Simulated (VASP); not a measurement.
# Sn (Im-3m) in VASP: notebook, part 2 of 2

VASP 6.6.1. The steps go on from the part before.

**4. Relaxation of cell and atoms, PBE**

Input file INCAR:

```
SYSTEM = Sn
PREC     = Accurate       ! precision mode
ENCUT    = 600            ! plane-wave cutoff, eV
EDIFF    = 1E-6           ! SCF threshold, eV
ISMEAR   = -1             ! smearing method
SIGMA    = 0.05           ! smearing width, eV
LREAL    = .FALSE.        ! projectors in reciprocal space
LASPH    = .TRUE.         ! aspherical terms in the spheres
NELM     = 100            ! most SCF steps
ALGO     = Fast           ! electronic algorithm
ISIF     = 3              ! what is computed and relaxed
LWAVE    = .FALSE.        ! write WAVECAR
LCHARG   = .FALSE.        ! write CHGCAR
GGA      = PE             ! functional
IBRION   = 2              ! ionic algorithm
NSW      = 40             ! ionic steps
EDIFFG   = -0.01          ! ionic threshold
```

Input file KPOINTS:

```
Automatic mesh
0
G
  10 10 10
  0 0 0
```

Input file POSCAR:

```
Sn
1.0
   -1.8946518192      1.8946518192      1.8946518192
    1.8946518192     -1.8946518192      1.8946518192
    1.8946518192      1.8946518192     -1.8946518192
Sn
1
Direct
    0.0000000000      0.0000000000      0.0000000000
```

Potentials or basis: VASP PAW PBE potentials, release 64 (Sn_d_GW).

Command:

```bash
$ cat potpaw_PBE.64/Sn_d_GW/POTCAR > POTCAR
$ mpirun -np 1 vasp_std > vasp.out
```

OUTCAR:

```text
SYSTEM = Sn
   PREC = Accurate
   ENCUT = 600
   EDIFF = 1E-6
   ISMEAR = -1
   LREAL = .FALSE.
   LASPH = .TRUE.
   NELM = 100
   ISIF = 3
   GGA = PE
   IBRION = 2
   NSW = 40
   EDIFFG = -0.01

 ion  position               nearest neighbor table
   1  0.000  0.000  0.000-

  LATTYP: Found a body centered cubic cell.
 ALAT       =     3.7893036384

  Lattice vectors:

 A1 = (  -1.8946518192,   1.8946518192,   1.8946518192)
 A2 = (   1.8946518192,  -1.8946518192,   1.8946518192)
 A3 = (   1.8946518192,   1.8946518192,  -1.8946518192)

Analysis of symmetry for initial positions (statically):
=====================================================================
 Subroutine PRICEL returns:
 Original cell was already a primitive cell.

 Routine SETGRP: Setting up the symmetry group for a
 body centered cubic supercell.

 Subroutine GETGRP returns: Found 48 space group operations
 (whereof 48 operations were pure point group operations)
 out of a pool of 48 trial point group operations.

The static configuration has the point symmetry O_h .

Analysis of symmetry for dynamics (positions and initial velocities):
=====================================================================
 Subroutine PRICEL returns:
 Original cell was already a primitive cell.

 Routine SETGRP: Setting up the symmetry group for a
 body centered cubic supercell.

 Subroutine GETGRP returns: Found 48 space group operations
 (whereof 48 operations were pure point group operations)
 out of a pool of 48 trial point group operations.

The dynamic configuration has the point symmetry O_h .

 Subroutine INISYM returns: Found 48 space group operations
 (whereof 48 operations are pure point group operations),
 and found     1 'primitive' translations

----------------------------------------------------------------------------------------

                                     Primitive cell

  volume of cell :      27.2050

  direct lattice vectors                    reciprocal lattice vectors
    -1.894651819  1.894651819  1.894651819     0.000000000  0.263900731  0.263900731
     1.894651819 -1.894651819  1.894651819     0.263900731  0.000000000  0.263900731
     1.894651819  1.894651819 -1.894651819     0.263900731  0.263900731  0.000000000

  length of vectors
     3.281633214  3.281633214  3.281633214     0.373211993  0.373211993  0.373211993

  position of ions in fractional coordinates (direct lattice)
     0.000000000  0.000000000  0.000000000

  ion indices of the primitive-cell ions
   primitive index   ion index
                 1           1

----------------------------------------------------------------------------------------

 KPOINTS: Automatic mesh

Automatic generation of k-mesh.
 Grid dimensions read from file:
 generate k-points for:   10   10   10

 Generating k-lattice:

  Cartesian coordinates                     Fractional coordinates (reciprocal lattice)
     0.000000000  0.026390073  0.026390073     0.100000000  0.000000000  0.000000000
     0.026390073  0.000000000  0.026390073     0.000000000  0.100000000  0.000000000
     0.026390073  0.026390073  0.000000000     0.000000000  0.000000000  0.100000000
[... 44 lines left out ...]
   ions per type =               1
   NGX,Y,Z   is equivalent  to a cutoff of  14.18, 14.18, 14.18 a.u.
   NGXF,Y,Z  is equivalent  to a cutoff of  28.37, 28.37, 28.37 a.u.
 SYSTEM =  Sn
   PREC   = accura    normal or accurate (medium, high low for compatibility)
   ISTART =      0    job   : 0-new  1-cont  2-samecut
   ICHARG =      2    charge: 1-file 2-atom 10-const
   ISPIN  =      1    spin polarized calculation?
   LNONCOLLINEAR =      F non collinear calculations
   LSORBIT =      F    spin-orbit coupling
   LASPH  =      T    aspherical Exc in radial PAW
   ENCUT  =  600.0 eV  44.10 Ry    6.64 a.u.   6.55  6.55  6.55*2*pi/ulx,y,z
   NELM   =    100;   NELMIN=  2; NELMDL= -5     # of ELM steps
   EDIFF  = 0.1E-05   stopping-criterion for ELM
   LREAL  =      F    real-space projection
   EDIFFG = -.1E-01   stopping-criterion for IOM
   NSW    =     40    number of steps for IOM
   IBRION =      2    ionic relax: 0-MD 1-quasi-New 2-CG
   NFREE  =      1    steps in history (QN), initial steepest desc. (CG)
   ISIF   =      3    stress and relaxation
   ISYM   =      2    0-nonsym 1-usesym 2-fastsym
   POTIM  = 0.5000    time-step for ionic-motion
   TEBEG  =    0.0;   TEEND  =   0.0 temperature during run
   PSTRESS=    0.0 pullay stress
   NELECT =      14.0000    total number of electrons
   NUPDOWN=      -1.0000    fix difference up-down
   EMIN   =  10.00;   EMAX   =-10.00  energy-range for DOS
   EFERMI =   0.00;   METHOD = LEGACY
   ISMEAR =    -1;   SIGMA  =   0.05  broadening in eV -4-tet -1-fermi 0-gaus
   EFERMI_NEDOS =   21; number of points for ismear=-14 and -15
   IALGO  =     68    algorithm
   IMIX   =      4    mixing-type and parameters
     AMIX     =   0.40;   BMIX     =  1.00
     AMIX_MAG =   1.60;   BMIX_MAG =  1.00
  volume/ion in A,a.u.               =      27.20       183.59
  Fermi-wavevector in a.u.,A,eV,Ry     =   1.311902  2.479136 23.416813  1.721087
  Thomas-Fermi vector in A             =   2.442332
   LORBIT       =      0    0 simple, 1 ext, 2 COOP (PROOUT), +10 PAW based schemes
   GGA     = PE    functional components
   LHFCALC =     F    Hartree Fock is set to
   AEXX    =    0.0000 exact exchange contribution
   IVDW    =     0    specifies the selected vdW correction
   LEPSILON=     F    determine dielectric tensor
   LRPA    =     F    only Hartree local field effects (RPA)
 conjugate gradient relaxation of ions
 non-spin polarized calculation
 RMM-DIIS sequential band-by-band and
  energy-cutoff  :      600.00
  volume of cell :       27.20
 maximum number of plane-waves:       935
 NGX is ok and might be reduce to    28
   NGX = 13   NGY = 13   NGZ = 13

--------------------------------------- Ionic step        1  -------------------------------------------

 number of electron      13.9999995 magnetization

 Free energy of the ion-electron system (eV)
  ---------------------------------------------------
  ext. energy  EPLUGINS =         0.00000000
  ---------------------------------------------------
  free energy    TOTEN  =        -3.76115714 eV

  energy without entropy =       -3.75386247  energy(sigma->0) =       -3.75750980

------------------------ aborting loop because EDIFF is reached ----------------------------------------

  FORCE on cell =-STRESS in cart. coord.  units (eV):
  Direction    XX          YY          ZZ          XY          YZ          ZX
  --------------------------------------------------------------------------------------
  -------------------------------------------------------------------------------------
  Total        0.4395798      0.4395798      0.4395798     -0.0000000     -0.0000000      0.0000000
  in kB       25.8880943     25.8880943     25.8880943     -0.0000000     -0.0000000      0.0000000
  external PRESSURE =      25.8880943 kB  Pullay stress =       0.0000000 kB
[... 127 lines left out ...]
--------------------------------------- Ionic step        5  -------------------------------------------

 number of electron      13.9999997 magnetization

 Free energy of the ion-electron system (eV)
  ---------------------------------------------------
  ext. energy  EPLUGINS =         0.00000000
  ---------------------------------------------------
  free energy    TOTEN  =        -3.76145431 eV

  energy without entropy =       -3.75393862  energy(sigma->0) =       -3.75769646

 E-fermi :   5.4964     XC(G=0): -10.3424

 val. band max:        5.4945143234   @ k =   0.3000   0.0000   0.0000
 cond. band min:       5.5044044894   @ k =  -0.4000   0.4000   0.4000
 fundamental gap:      0.0098901660
 Fermi energy:         5.4963533326

 k-point     1 :       0.0000    0.0000    0.0000
  band No.  band energies     occupation
      1     -16.0321      2.00000
      2     -16.0321      2.00000
      3     -16.0321      2.00000
      4     -15.9021      2.00000
      5     -15.9021      2.00000
      6      -5.4180      2.00000
      7      13.3095      0.00000
      8      13.5597      0.00000
      9      15.4854      0.00000
     10      18.2665      0.00000
     11      21.5458      0.00000
[... 309 lines left out ...]
 k-point    24 :      -0.3000    0.3000    0.1000
  band No.  band energies     occupation
      1     -16.0391      2.00000
      2     -15.9965      2.00000
      3     -15.9323      2.00000
      4     -15.9102      2.00000
      5     -15.8991      2.00000
      6      -3.2806      2.00000
      7       5.6704      0.05969
      8      16.7372      0.00000
      9      27.8423      0.00000
     10      41.2174      0.00000
     11      45.6018      0.00000

 [... further k-points ...]
[... 5 lines left out ...]
  --------------------------------------------------------------------------------------
  -------------------------------------------------------------------------------------
  Total        0.0064465      0.0064465      0.0064465      0.0000000      0.0000000      0.0000000
  in kB        0.3726938      0.3726938      0.3726938      0.0000000      0.0000000      0.0000000
  external PRESSURE =       0.3726938 kB  Pullay stress =       0.0000000 kB
[... 16 lines left out ...]
  FREE ENERGIE OF THE ION-ELECTRON SYSTEM (eV)
  ---------------------------------------------------
  free  energy   TOTEN  =        -3.7614543103 eV

  energy  without entropy=       -3.7539386194  energy(sigma->0) =       -3.75769646

 reached required accuracy - stopping structural energy minimisation
```

It took 5.4 min on 1 thread of Intel Xeon Platinum 8175M at 2.50GHz (Skylake/Cascade Lake), shared host; peak memory 0.18 GiB.

Results:

```
Free energy                            : -3.7615 eV
Relaxed volume                         : 27.71 Å³/atom
Relaxed cell                           : a = 3.302 Å, b = 3.302 Å, c = 3.302 Å, α = 109.47°, β = 109.47°, γ = 109.47°
Space group after relaxing (to 0.05 Å) : Im-3m (No. 229)
Energy gained by relaxing              : 0.3 meV/atom
Ionic steps                            : 5
Pressure after relaxing                : 0.0 GPa
Band gap on the k mesh                 : none (metal or under the smearing width)
```

The path:
```csv
step,energy change (eV),largest force (eV/Å),pressure (GPa),volume (Å³)
1,0.0000,0.0000,2.59,27.20
2,0.0092,0.0000,-1.99,28.97
3,0.0015,0.0000,-1.01,28.17
4,0.0002,0.0000,-0.43,27.89
5,-0.0003,0.0000,0.04,27.71
```

Final structure:
```
CELL_PARAMETERS angstrom
-1.90637 1.90637 1.90637
1.90637 -1.90637 1.90637
1.90637 1.90637 -1.90637
ATOMIC_POSITIONS crystal
Sn 0.00000 0.00000 0.00000
```

Levels at points of the mesh, in eV from the Fermi level:
```
           k point  band 3  band 4  band 5  band 6  band 7  band 8  band 9  band 10  band 11
(0.00, 0.00, 0.00)  -21.53  -21.40  -21.40  -10.91    7.81    8.06    9.99    12.77    16.05
(0.50, 0.00, 0.00)  -21.41  -21.40  -21.32   -6.36   -4.29   18.00   31.88    37.07    47.37
(0.50, 0.50, 0.50)  -21.34  -21.34  -21.34   -2.55   -0.42   -0.42   -0.42     3.95    34.47
```
